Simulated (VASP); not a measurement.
# CaO (Fm-3m) in VASP: further runs

The runs below take CaO through band structure, with PBEsol, r2SCAN, TB-mBJ.

Everything below comes from runs of VASP 6.6.1. Logs are shortened: lines on timing, memory, paths and dates and some standing lists are left out, and cuts for length are marked.

## Step 1: The structure

Symmetry: Fm-3m, No. 225, cubic system. The conventional cell has a = 4.774 Å, b = 4.774 Å, c = 4.774 Å, α = 90.00°, β = 90.00°, γ = 90.00°. Around Ca (site symmetry m-3m) lie 6 O at 2.39 Å. O (site symmetry m-3m) is surrounded by 6 Ca at 2.39 Å.

## Step 2: Band structure, PBEsol

POSCAR reads:

```
CaO
1.0
    0.0000000000      2.3871300000      2.3871300000
    2.3871300000      0.0000000000      2.3871300000
    2.3871300000      2.3871300000      0.0000000000
Ca O
1 1
Direct
    0.0000000000      0.0000000000      0.0000000000
    0.5000000000      0.5000000000      0.5000000000
```

INCAR.step1 reads:

```
PREC = Accurate ; ENCUT = 520
EDIFF = 1E-7 ; ISMEAR = 0
SIGMA = 0.02 ; LREAL = False
LASPH = True ; NELM = 60
ALGO = Fast ; ISIF = 2
LWAVE = False ; LCHARG = True
GGA = PS ; NBANDS = 15
```

KPOINTS.step1 reads:

```
Automatic mesh
0
Gamma
  8 8 8
```

INCAR.step2 reads:

```
PREC = Accurate ; ENCUT = 520
EDIFF = 1E-7 ; ISMEAR = 0
SIGMA = 0.05 ; LREAL = False
LASPH = True ; NELM = 60
ALGO = Fast ; ISIF = 2
LWAVE = False ; LCHARG = False
GGA = PS ; NBANDS = 15
ICHARG = 11
```

KPOINTS.step2 reads:

```
path GXWKGLUWLK,UX
10
line-mode
reciprocal
 0.0000000000  0.0000000000  0.0000000000  G
 0.5000000000  0.0000000000  0.5000000000  X

 0.5000000000  0.0000000000  0.5000000000  X
 0.5000000000  0.2500000000  0.7500000000  W

 0.5000000000  0.2500000000  0.7500000000  W
 0.3750000000  0.3750000000  0.7500000000  K

 0.3750000000  0.3750000000  0.7500000000  K
 0.0000000000  0.0000000000  0.0000000000  G

 0.0000000000  0.0000000000  0.0000000000  G
 0.5000000000  0.5000000000  0.5000000000  L

 0.5000000000  0.5000000000  0.5000000000  L
 0.6250000000  0.2500000000  0.6250000000  U

 0.6250000000  0.2500000000  0.6250000000  U
 0.5000000000  0.2500000000  0.7500000000  W

 0.5000000000  0.2500000000  0.7500000000  W
 0.5000000000  0.5000000000  0.5000000000  L

 0.5000000000  0.5000000000  0.5000000000  L
 0.3750000000  0.3750000000  0.7500000000  K

 0.6250000000  0.2500000000  0.6250000000  U
 0.5000000000  0.0000000000  0.5000000000  X
```

Potentials or basis: VASP PAW PBE potentials, release 64 (Ca_sv, O).

On the command line:

```sh
$ cat potpaw_PBE.64/Ca_sv/POTCAR potpaw_PBE.64/O/POTCAR > POTCAR
$ cp INCAR.step1 INCAR
$ cp KPOINTS.step1 KPOINTS
$ mpirun -np 1 vasp_std > vasp.out
$ cp INCAR.step2 INCAR
$ cp KPOINTS.step2 KPOINTS
$ mpirun -np 1 vasp_std > vasp.out
```

OUTCAR:

```text
PREC = Accurate
   ENCUT = 520
   EDIFF = 1E-7
   ISMEAR = 0
   LREAL = False
   LASPH = True
   NELM = 60
   ISIF = 2
   GGA = PS
   ICHARG = 11

 ion  position               nearest neighbor table
   1  0.000  0.000  0.000-   2 2.39   2 2.39   2 2.39   2 2.39   2 2.39   2 2.39
   2  0.500  0.500  0.500-   1 2.39   1 2.39   1 2.39   1 2.39   1 2.39   1 2.39

  LATTYP: Found a face centered cubic cell.
 ALAT       =     4.7742600000

  Lattice vectors:

 A1 = (   0.0000000000,   2.3871300000,   2.3871300000)
 A2 = (   2.3871300000,   0.0000000000,   2.3871300000)
 A3 = (   2.3871300000,   2.3871300000,   0.0000000000)

Analysis of symmetry for initial positions (statically):
=====================================================================
 Subroutine PRICEL returns:
 Original cell was already a primitive cell.

 Routine SETGRP: Setting up the symmetry group for a
 face centered cubic supercell.

 Subroutine GETGRP returns: Found 48 space group operations
 (whereof 48 operations were pure point group operations)
 out of a pool of 48 trial point group operations.

The static configuration has the point symmetry O_h .

Analysis of symmetry for dynamics (positions and initial velocities):
=====================================================================
 Subroutine PRICEL returns:
 Original cell was already a primitive cell.

 Routine SETGRP: Setting up the symmetry group for a
 face centered cubic supercell.

 Subroutine GETGRP returns: Found 48 space group operations
 (whereof 48 operations were pure point group operations)
 out of a pool of 48 trial point group operations.

The dynamic configuration has the point symmetry O_h .

 Subroutine INISYM returns: Found 48 space group operations
 (whereof 48 operations are pure point group operations),
 and found     1 'primitive' translations

----------------------------------------------------------------------------------------

                                     Primitive cell

  volume of cell :      27.2056

  direct lattice vectors                    reciprocal lattice vectors
     0.000000000  2.387130000  2.387130000    -0.209456544  0.209456544  0.209456544
     2.387130000  0.000000000  2.387130000     0.209456544 -0.209456544  0.209456544
     2.387130000  2.387130000  0.000000000     0.209456544  0.209456544 -0.209456544

  length of vectors
     3.375911621  3.375911621  3.375911621     0.362789376  0.362789376  0.362789376

  position of ions in fractional coordinates (direct lattice)
     0.000000000  0.000000000  0.000000000
     0.500000000  0.500000000  0.500000000

  ion indices of the primitive-cell ions
   primitive index   ion index
                 1           1
                 2           2

----------------------------------------------------------------------------------------

 KPOINTS: path GXWKGLUWLK,UX

Interpolating k-points between supplied coordinates.

 Line segments in fractional coordinates (reciprocal lattice):
    0.000000  0.000000  0.000000  ...  0.500000  0.000000  0.500000
    0.500000  0.000000  0.500000  ...  0.500000  0.250000  0.750000
    0.500000  0.250000  0.750000  ...  0.375000  0.375000  0.750000
    0.375000  0.375000  0.750000  ...  0.000000  0.000000  0.000000
    0.000000  0.000000  0.000000  ...  0.500000  0.500000  0.500000
    0.500000  0.500000  0.500000  ...  0.625000  0.250000  0.625000
    0.625000  0.250000  0.625000  ...  0.500000  0.250000  0.750000
    0.500000  0.250000  0.750000  ...  0.500000  0.500000  0.500000
    0.500000  0.500000  0.500000  ...  0.375000  0.375000  0.750000
    0.625000  0.250000  0.625000  ...  0.500000  0.000000  0.500000

 Generated    10 points on each line segment, for a total of    100 k-points:

 Following reciprocal coordinates:
            Coordinates               Weight
  0.000000  0.000000  0.000000      0.010000
  0.055556  0.000000  0.055556      0.010000
  0.111111  0.000000  0.111111      0.010000
  0.166667  0.000000  0.166667      0.010000
  0.222222  0.000000  0.222222      0.010000
[... 46 lines left out ...]
  band No.  band energies     occupation
      1     -34.9955      2.00000
      2     -15.8211      2.00000
      3     -15.8211      2.00000
      4     -15.8211      2.00000
      5     -13.1741      2.00000
      6       2.3094      2.00000
      7       2.3094      2.00000
      8       2.3094      2.00000
      9       7.0367      0.00000
     10       8.5501      0.00000
     11       8.5501      0.00000
     12       8.5501      0.00000
     13      10.1213      0.00000
     14      10.1213      0.00000
     15      17.2629      0.00000

 k-point     2 :       0.0556    0.0000    0.0556
  band No.  band energies     occupation
      1     -34.9909      2.00000
      2     -15.8818      2.00000
      3     -15.8287      2.00000
      4     -15.8287      2.00000
      5     -13.1010      2.00000
      6       2.0857      2.00000
      7       2.2810      2.00000
      8       2.2810      2.00000
      9       7.2310      0.00000
     10       8.4260      0.00000
     11       8.6756      0.00000
     12       8.6756      0.00000
     13      10.1538      0.00000
     14      10.3022      0.00000
     15      17.4573      0.00000

 k-point     3 :       0.1111    0.0000    0.1111
  band No.  band energies     occupation
      1     -34.9775      2.00000
      2     -16.0309      2.00000
      3     -15.8507      2.00000
      4     -15.8507      2.00000
      5     -12.9243      2.00000
      6       1.5769      2.00000
      7       2.2079      2.00000
      8       2.2079      2.00000
      9       7.6728      0.00000
     10       8.0954      0.00000
     11       9.0297      0.00000
     12       9.0297      0.00000
     13      10.2489      0.00000
     14      10.8087      0.00000
     15      17.9824      0.00000
[... 343 lines left out ...]
 k-point    23 :       0.4722    0.2778    0.7500
  band No.  band energies     occupation
      1     -34.8430      2.00000
      2     -16.3584      2.00000
      3     -16.3176      2.00000
      4     -16.1972      2.00000
      5     -12.4843      2.00000
      6       0.9618      2.00000
      7       1.1721      2.00000
      8       1.3086      2.00000
      9       8.1865      0.00000
     10       9.1089      0.00000
     11      10.8678      0.00000
     12      12.0136      0.00000
     13      12.4580      0.00000
     14      16.2029      0.00000
     15      16.2603      0.00000

 k-point    24 :       0.4583    0.2917    0.7500
  band No.  band energies     occupation
      1     -34.8435      2.00000
      2     -16.3829      2.00000
      3     -16.3319      2.00000
      4     -16.1521      2.00000
      5     -12.4876      2.00000
      6       0.9548      2.00000
      7       1.1481      2.00000
      8       1.3498      2.00000
      9       7.9918      0.00000
     10       9.3504      0.00000
     11      10.8872      0.00000
     12      11.9680      0.00000
     13      12.4275      0.00000
     14      16.0216      0.00000
     15      16.2304      0.00000

 [... further k-points ...]

------------------------ aborting loop because EDIFF is reached ----------------------------------------

  FORCE on cell =-STRESS in cart. coord.  units (eV):
  Direction    XX          YY          ZZ          XY          YZ          ZX
  --------------------------------------------------------------------------------------
  -------------------------------------------------------------------------------------
  Total        2.2193110      2.2193110      2.2193110      0.0000000      0.0000000     -0.0000000
  in kB      130.6984808    130.6984808    130.6984808      0.0000000      0.0000000     -0.0000000
  external PRESSURE =     130.6984808 kB  Pullay stress =       0.0000000 kB

 VOLUME and BASIS-vectors are now :
 -----------------------------------------------------------------------------
  energy-cutoff  :      520.00
  volume of cell :       27.21
      direct lattice vectors                 reciprocal lattice vectors
     0.000000000  2.387130000  2.387130000    -0.209456544  0.209456544  0.209456544
     2.387130000  0.000000000  2.387130000     0.209456544 -0.209456544  0.209456544
     2.387130000  2.387130000  0.000000000     0.209456544  0.209456544 -0.209456544

 POSITION                                       TOTAL-FORCE (eV/Angst)
 -----------------------------------------------------------------------------------
      0.00000      0.00000      0.00000        -0.000000      0.000000      0.000000
      2.38713      2.38713      2.38713         0.000000     -0.000000     -0.000000
 -----------------------------------------------------------------------------------
    total drift:                                0.000000      0.000000      0.000000

  FREE ENERGIE OF THE ION-ELECTRON SYSTEM (eV)
  ---------------------------------------------------
  free  energy   TOTEN  =       -13.0318367563 eV

  energy  without entropy=      -13.0318367563  energy(sigma->0) =      -13.03183676
```

It took 49 s on 1 thread of AMD EPYC 7R13 (Zen 3), shared host; peak memory 0.15 GiB.

Results:

```yaml
Band_gap_on_the_k_mesh: 3.52 eV, indirect (least direct gap 3.90 eV)
Band_gap_along_the_path: 3.52 eV, indirect (least direct gap 3.90 eV)
```

Levels at the corners of the path, in eV from the valence-band top:
```tsv
point	band 4	band 5	band 6	band 7	band 8	band 9	band 10	band 11	band 12	band 13
Γ	-18.13	-15.48	0.00	0.00	0.00	4.73	6.24	6.24	6.24	7.81
X	-18.38	-15.24	-1.31	-0.37	-0.37	3.52	8.19	9.04	9.73	9.73
X	-18.38	-15.24	-1.31	-0.37	-0.37	3.52	8.19	9.04	9.73	9.73
W	-18.59	-14.79	-1.34	-1.08	-1.08	6.32	6.32	8.54	9.74	10.17
W	-18.59	-14.79	-1.34	-1.08	-1.08	6.32	6.32	8.54	9.74	10.17
K	-18.31	-14.82	-1.38	-1.23	-0.81	5.09	8.07	8.73	9.21	9.92
K	-18.31	-14.82	-1.38	-1.23	-0.81	5.09	8.07	8.73	9.21	9.92
Γ	-18.13	-15.48	0.00	0.00	0.00	4.73	6.24	6.24	6.24	7.81
Γ	-18.13	-15.48	0.00	0.00	0.00	4.73	6.24	6.24	6.24	7.81
L	-18.19	-14.16	-2.74	-1.26	-1.26	7.11	8.49	8.49	8.49	10.64
L	-18.19	-14.16	-2.74	-1.26	-1.26	7.11	8.49	8.49	8.49	10.64
U	-18.31	-14.82	-1.38	-1.23	-0.81	5.09	8.07	8.73	9.21	9.92
U	-18.31	-14.82	-1.38	-1.23	-0.81	5.09	8.07	8.73	9.21	9.92
W	-18.59	-14.79	-1.34	-1.08	-1.08	6.32	6.32	8.54	9.74	10.17
W	-18.59	-14.79	-1.34	-1.08	-1.08	6.32	6.32	8.54	9.74	10.17
L	-18.19	-14.16	-2.74	-1.26	-1.26	7.11	8.49	8.49	8.49	10.64
L	-18.19	-14.16	-2.74	-1.26	-1.26	7.11	8.49	8.49	8.49	10.64
K	-18.31	-14.82	-1.38	-1.23	-0.81	5.09	8.07	8.73	9.21	9.92
U	-18.31	-14.82	-1.38	-1.23	-0.81	5.09	8.07	8.73	9.21	9.92
X	-18.38	-15.24	-1.31	-0.37	-0.37	3.52	8.19	9.04	9.73	9.73
```

Caveat: the log is that of the step along the path at fixed density, whose energy, stress, charges and moments have no meaning; the PAW data sets were made with another functional, which shifts forces and pressure a little.

## Step 3: Band structure, r2SCAN

INCAR reads:

```
PREC = Accurate ; ENCUT = 520
EDIFF = 1E-7 ; ISMEAR = 0
SIGMA = 0.02 ; LREAL = False
LASPH = True ; NELM = 60
ALGO = Normal ; ISIF = 2
LWAVE = False ; LCHARG = False
METAGGA = R2SCAN ; LMIXTAU = True
NBANDS = 15
```

KPOINTS reads:

```
Automatic mesh
0
Gamma
  8 8 8
```

POSCAR is that of step 2.

KPOINTS_OPT reads:

```
path GXWKGLUWLK,UX
10
line-mode
reciprocal
 0.0000000000  0.0000000000  0.0000000000  G
 0.5000000000  0.0000000000  0.5000000000  X

 0.5000000000  0.0000000000  0.5000000000  X
 0.5000000000  0.2500000000  0.7500000000  W

 0.5000000000  0.2500000000  0.7500000000  W
 0.3750000000  0.3750000000  0.7500000000  K

 0.3750000000  0.3750000000  0.7500000000  K
 0.0000000000  0.0000000000  0.0000000000  G

 0.0000000000  0.0000000000  0.0000000000  G
 0.5000000000  0.5000000000  0.5000000000  L

 0.5000000000  0.5000000000  0.5000000000  L
 0.6250000000  0.2500000000  0.6250000000  U

 0.6250000000  0.2500000000  0.6250000000  U
 0.5000000000  0.2500000000  0.7500000000  W

 0.5000000000  0.2500000000  0.7500000000  W
 0.5000000000  0.5000000000  0.5000000000  L

 0.5000000000  0.5000000000  0.5000000000  L
 0.3750000000  0.3750000000  0.7500000000  K

 0.6250000000  0.2500000000  0.6250000000  U
 0.5000000000  0.0000000000  0.5000000000  X
```

Potentials or basis: VASP PAW PBE potentials, release 64 (Ca_sv, O).

On the command line:

```sh
$ cat potpaw_PBE.64/Ca_sv/POTCAR potpaw_PBE.64/O/POTCAR > POTCAR
$ mpirun -np 1 vasp_std > vasp.out
```

It took 3.2 min on 1 thread of AMD EPYC 7R13 (Zen 3), shared host; peak memory 0.14 GiB.

The run converged. Its results:

| Item | Value |
| --- | --- |
| Free energy | -19.4484 eV |
| Pressure | 2.7 GPa |
| Band gap on the k mesh | 4.18 eV, indirect (least direct gap 4.55 eV) |
| Band gap along the path | 4.18 eV, indirect (least direct gap 4.55 eV) |

Levels at the corners of the path, in eV from the valence-band top:
```tsv
point	band 4	band 5	band 6	band 7	band 8	band 9	band 10	band 11	band 12	band 13
Γ	-18.85	-16.51	0.00	0.00	0.00	5.60	6.90	6.90	6.90	8.53
X	-19.09	-16.29	-1.28	-0.37	-0.37	4.18	8.91	9.75	10.37	10.37
X	-19.09	-16.29	-1.28	-0.37	-0.37	4.18	8.91	9.75	10.37	10.37
W	-19.29	-15.81	-1.31	-1.04	-1.04	6.99	6.99	9.25	10.38	10.90
W	-19.29	-15.81	-1.31	-1.04	-1.04	6.99	6.99	9.25	10.38	10.90
K	-19.02	-15.83	-1.34	-1.19	-0.80	5.75	8.78	9.44	9.87	10.64
K	-19.02	-15.83	-1.34	-1.19	-0.80	5.75	8.78	9.44	9.87	10.64
Γ	-18.85	-16.51	0.00	0.00	0.00	5.60	6.90	6.90	6.90	8.53
Γ	-18.85	-16.51	0.00	0.00	0.00	5.60	6.90	6.90	6.90	8.53
L	-18.90	-15.14	-2.65	-1.24	-1.24	7.79	9.16	9.16	9.38	11.37
L	-18.90	-15.14	-2.65	-1.24	-1.24	7.79	9.16	9.16	9.38	11.37
U	-19.02	-15.83	-1.34	-1.19	-0.80	5.75	8.78	9.44	9.87	10.64
U	-19.02	-15.83	-1.34	-1.19	-0.80	5.75	8.78	9.44	9.87	10.64
W	-19.29	-15.81	-1.31	-1.04	-1.04	6.99	6.99	9.25	10.38	10.90
W	-19.29	-15.81	-1.31	-1.04	-1.04	6.99	6.99	9.25	10.38	10.90
L	-18.90	-15.14	-2.65	-1.24	-1.24	7.79	9.16	9.16	9.38	11.37
L	-18.90	-15.14	-2.65	-1.24	-1.24	7.79	9.16	9.16	9.38	11.37
K	-19.02	-15.83	-1.34	-1.19	-0.80	5.75	8.78	9.44	9.87	10.64
U	-19.02	-15.83	-1.34	-1.19	-0.80	5.75	8.78	9.44	9.87	10.64
X	-19.09	-16.29	-1.28	-0.37	-0.37	4.18	8.91	9.75	10.37	10.37
```

Caveat: the PAW data sets were made with another functional, which shifts forces and pressure a little.

## Step 4: Band structure, TB-mBJ

POSCAR is that of step 3.

INCAR.step1 reads:

```
PREC = Accurate ; ENCUT = 520
EDIFF = 1E-5 ; ISMEAR = 0
SIGMA = 0.02 ; LREAL = False
LASPH = True ; NELM = 60
ALGO = Normal ; ISIF = 2
LWAVE = True ; LCHARG = False
NBANDS = 15 ; GGA = PE
```

INCAR.step2 reads:

```
PREC = Accurate ; ENCUT = 520
EDIFF = 1E-7 ; ISMEAR = 0
SIGMA = 0.02 ; LREAL = False
LASPH = True ; NELM = 60
ALGO = Normal ; ISIF = 2
LWAVE = False ; LCHARG = False
METAGGA = MBJ ; NBANDS = 15
ISTART = 1
```

KPOINTS is that of step 3.

KPOINTS_OPT is that of step 3.

On the command line:

```sh
$ cat potpaw_PBE.64/Ca_sv/POTCAR potpaw_PBE.64/O/POTCAR > POTCAR
$ cp INCAR.step1 INCAR
$ mpirun -np 1 vasp_std > vasp.out
$ cp INCAR.step2 INCAR
$ mpirun -np 1 vasp_std > vasp.out
```

Run time: 1.7 min. Hardware: 1 thread of AMD EPYC 7R13 (Zen 3), shared host; peak memory 0.15 GiB.

The run converged. Its results:

```
Band gap on the k mesh  : 5.28 eV, indirect (least direct gap 5.58 eV)
Band gap along the path : 5.28 eV, indirect (least direct gap 5.58 eV)
```

Levels at the corners of the path, in eV from the valence-band top:
| point | band 6 | band 7 | band 8 | band 9 | band 10 | band 11 |
| --- | --- | --- | --- | --- | --- | --- |
| Γ | 0.00 | 0.00 | 0.00 | 7.21 | 7.33 | 7.33 |
| X | -1.00 | -0.30 | -0.30 | 5.28 | 8.67 | 9.13 |
| X | -1.00 | -0.30 | -0.30 | 5.28 | 8.67 | 9.13 |
| W | -1.16 | -0.79 | -0.79 | 7.63 | 7.63 | 8.85 |
| W | -1.16 | -0.79 | -0.79 | 7.63 | 7.63 | 8.85 |
| K | -1.07 | -0.92 | -0.72 | 6.59 | 9.07 | 9.12 |
| K | -1.07 | -0.92 | -0.72 | 6.59 | 9.07 | 9.12 |
| Γ | 0.00 | 0.00 | 0.00 | 7.21 | 7.33 | 7.33 |
| Γ | 0.00 | 0.00 | 0.00 | 7.21 | 7.33 | 7.33 |
| L | -2.10 | -1.12 | -1.12 | 8.26 | 9.17 | 9.17 |
| L | -2.10 | -1.12 | -1.12 | 8.26 | 9.17 | 9.17 |
| U | -1.07 | -0.92 | -0.72 | 6.59 | 9.07 | 9.12 |
| U | -1.07 | -0.92 | -0.72 | 6.59 | 9.07 | 9.12 |
| W | -1.16 | -0.79 | -0.79 | 7.63 | 7.63 | 8.85 |
| W | -1.16 | -0.79 | -0.79 | 7.63 | 7.63 | 8.85 |
| L | -2.10 | -1.12 | -1.12 | 8.26 | 9.17 | 9.17 |
| L | -2.10 | -1.12 | -1.12 | 8.26 | 9.17 | 9.17 |
| K | -1.07 | -0.92 | -0.72 | 6.59 | 9.07 | 9.12 |
| U | -1.07 | -0.92 | -0.72 | 6.59 | 9.07 | 9.12 |
| X | -1.00 | -0.30 | -0.30 | 5.28 | 8.67 | 9.13 |

Caveat: the PAW data sets were made with another functional, which shifts forces and pressure a little.

## Step 5: Summary

```tsv
level	gap on the mesh (eV)
PBEsol	3.52
r2SCAN	4.18
TB-mBJ	5.28
```

Alike in all rows: task band structure; potentials or basis VASP PAW PBE potentials, release 64 (Ca_sv, O); no spin polarisation; cell as given; k mesh 8 × 8 × 8; cutoff (eV) 520; smearing gaussian 0.02 eV.

On the cell as given the gap runs from 3.52 eV (PBEsol) to 5.28 eV (TB-mBJ).

Caveats: the PAW data sets were made with another functional, which shifts forces and pressure a little.

Total energies depend on the potentials used, so only differences within one code and one set of settings carry meaning.
